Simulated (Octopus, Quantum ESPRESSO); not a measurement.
Given: the input of a run of Octopus 16.4 on PtSe2 (Sudovikovite). 

inp

```
CalculationMode = gs
UnitsOutput = eV_Angstrom
PeriodicDimensions = 3
ExperimentalFeatures = yes
PseudopotentialSet = pseudodojo_pbesol
%LatticeParameters
 1*angstrom | 1*angstrom | 1*angstrom
%
%LatticeVectors
 3.724 | 0 | 0
 -1.862 | 3.2250786037 | 0
 0 | 0 | 5.062
%
%ReducedCoordinates
 "Pt" | 0 | 0 | 0
 "Se" | 0.6666666667 | 0.3333333333 | 0.75
 "Se" | 0.3333333333 | 0.6666666667 | 0.25
%
%Spacing
 0.12413333*angstrom | 0.12413333*angstrom | 0.12346341*angstrom
%
DerivativesOrder = 8
%KPointsGrid
 8 | 8 | 5
%
KPointsUseSymmetries = yes
XCFunctional = gga_x_pbe_sol + gga_c_pbe_sol
SmearingFunction = fermi_dirac
Smearing = 0.05*eV
ExtraStates = 9
Eigensolver = chebyshev_filter
ConvRelDens = 3e-7
MaximumIter = 120
```

Potentials or basis: pseudodojo_pbesol (PseudoDojo 0.4, PBEsol).

Command:

```bash
$ OMP_NUM_THREADS=1 octopus > out.log
```

Q: What does the same run look like in Quantum ESPRESSO 7.5? Potentials or basis there: GBRV 1.5 PBEsol, cutoff 612 eV.

A: As run (cutoffs and basis follow the program's own potentials, and thresholds, step limits or extra output files can differ):

File pw.in:

```
&CONTROL
  calculation = 'scf'
  prefix = 'pwscf'
  outdir = './tmp'
  pseudo_dir = './pseudo'
  tprnfor = .true.
  tstress = .true.
  disk_io = 'low'
/
&SYSTEM
  ibrav = 0
  celldm(1) = 8
  nat = 3
  ntyp = 2
  ecutwfc = 45
  ecutrho = 360
  nbnd = 21
  occupations = 'smearing'
  smearing = 'fd'
  degauss = 0.00367493
/
&ELECTRONS
  conv_thr = 6d-10
  electron_maxstep = 120
  mixing_beta = 0.5
/
ATOMIC_SPECIES
Pt   195.0840 pt_pbesol_v1.4.uspp.F.UPF
Se    78.9710 se_pbesol_v1.uspp.F.UPF
CELL_PARAMETERS alat
  0.8796675110133   0.0000000000000   0.0000000000000
 -0.4398337555066   0.7618144114229   0.0000000000000
  0.0000000000000   0.0000000000000   1.1957242053570
ATOMIC_POSITIONS crystal
Pt     0.0000000000    0.0000000000    0.0000000000
Se     0.6666666667    0.3333333333    0.7500000000
Se     0.3333333333    0.6666666667    0.2500000000
K_POINTS automatic
8 8 5 0 0 0
```

pp_density.in

```
&INPUTPP
  prefix = 'pwscf'
  outdir = './tmp'
  filplot = 'density.dat'
  plot_num = 0
/
&PLOT
  nfile = 1
  filepp(1) = 'density.dat'
  iflag = 3
  output_format = 6
  fileout = 'density.cube'
/
```

Contents of pp_potential.in:

```
&INPUTPP
  prefix = 'pwscf'
  outdir = './tmp'
  filplot = 'potential.dat'
  plot_num = 11
/
&PLOT
  nfile = 1
  filepp(1) = 'potential.dat'
  iflag = 3
  output_format = 6
  fileout = 'potential.cube'
/
```

Potentials or basis: GBRV 1.5 PBEsol.

The run is started by

```sh
$ OMP_NUM_THREADS=1 mpirun -n 2 pw.x -nk 2 -in pw.in > pw.out
$ OMP_NUM_THREADS=1 mpirun -n 1 pp.x -in pp_density.in > pp_density.out
$ OMP_NUM_THREADS=1 mpirun -n 1 pp.x -in pp_potential.in > pp_potential.out
```

Both were run:

|  | Octopus | Quantum ESPRESSO |
| --- | --- | --- |
| Largest force | 0.346 eV/Å | 0.332 eV/Å |

The potentials hold 50 and 28 valence electrons a cell.
